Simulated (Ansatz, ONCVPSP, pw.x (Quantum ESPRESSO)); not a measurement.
Ni (Z = 28): does the ONCV potential hold in the solid?

ONCVPSP 4.0.1.1 (patched build) input, shortened (lines: element, Z, core and valence counts, functional; n l f; lmax; l rc ep ncon nbas qcut; lloc lpopt rc5 dvloc0; l nproj debl; icmod fcfact rcfact), PBE, scalar-relativistic:

```
  Ni 28.00    5    2        4      upf
    1    0    2.00
    2    0    2.00
    2    1    6.00
    3    0    2.00
    3    1    6.00
    3    2    8.00
    4    0    1.00
    2
    0    1.70    0.00    4    8    3.70
    1    1.85    0.10    3    8    5.30
    2    1.45    0.00    3    8    9.70
    4    2    1.10    2.00
    0    3    2.50
    1    2    1.50
    2    1    0.70
    2    0.60    1.15
```

In the p channel the program set the typed energies aside and used 0.050, 1.550 Ha.

Atomic tests: cutoffs needed: 40 Ha and 48 Ha (the cutoffs (Ha) at which the residual kinetic energy of the hardest occupied pseudo-wave falls to 1 and 0.1 mHa per electron); ghost test: ghosts flagged at negative energy: s at -108.9 eV; GHOST(+) flagged for p at 110.5 eV, s at 357.2 eV; a true bound ghost makes a file unfit for plane-wave use; largest excitation error: -124 meV (all-electron minus pseudo) for 3d7 4s0, out of 4 test configurations.

Crystal test: bcc Ni in pw.x 7.5, no spin, 16³ k-points, Fermi–Dirac smearing 0.01 Ry, cutoffs 115/460 Ry. The reference is all-electron LAPW (Ansatz 0.2.0) with the same functional, mesh and smearing; V0 and B0 come from Birch–Murnaghan fits to the pressures at five volumes. Errors are pseudo minus all-electron; Δ is the rms difference of the E(V) curves that follow from these fits, minima aligned, over ±6 % about the mean V0. Mesh and smearing are coarse, so the numbers serve the comparison and aren't converged zero-temperature values; the lattice is a test structure that the element need not adopt. Spin polarisation and strong correlation are left out, which matters for this element.

All-electron: a0 = 2.798 Å (V0 = 10.96 Å³/atom), B0 = 193.3 GPa.

Problem. How far does the potential miss the all-electron equation of state?

Solution. mean pressure error (GPa): -3.29; a0 (Å): 2.783; a0 error (%): -0.56; B0 error (%): +5.2; Δ (meV/atom): 7.9. This is a poor potential for the solid. Note: ghosts flagged at negative energy: s at -108.9 eV; GHOST(+) flagged for p at 110.5 eV, s at 357.2 eV. A true bound ghost makes a file unfit for plane-wave use.

```
V (Å³/atom)  P all-electron (GPa)  P pseudo (GPa)
     10.434                 10.64            7.03
     10.708                  4.67            1.25
     10.983                 -0.48           -3.75
     11.258                 -4.92           -8.04
     11.532                 -8.74          -11.79
```

Problem. At the middle volume, how do free energy and pressure move when the wave cutoff is lowered (ecutrho kept at four times it)?

Solution.

```csv
cutoff (Ry),shift of F (meV/atom),shift of P (GPa)
52,+25505.3,-1528.99
69,+2217.4,-254.32
92,+47.0,-2.53
```

The run at the middle volume (145 k-points, 10 iterations) took about 28 s on one core of a shared host (Intel(R) Xeon(R) Platinum 8259CL CPU @ 2.50GHz, 96 threads, 755 GiB, load 22).
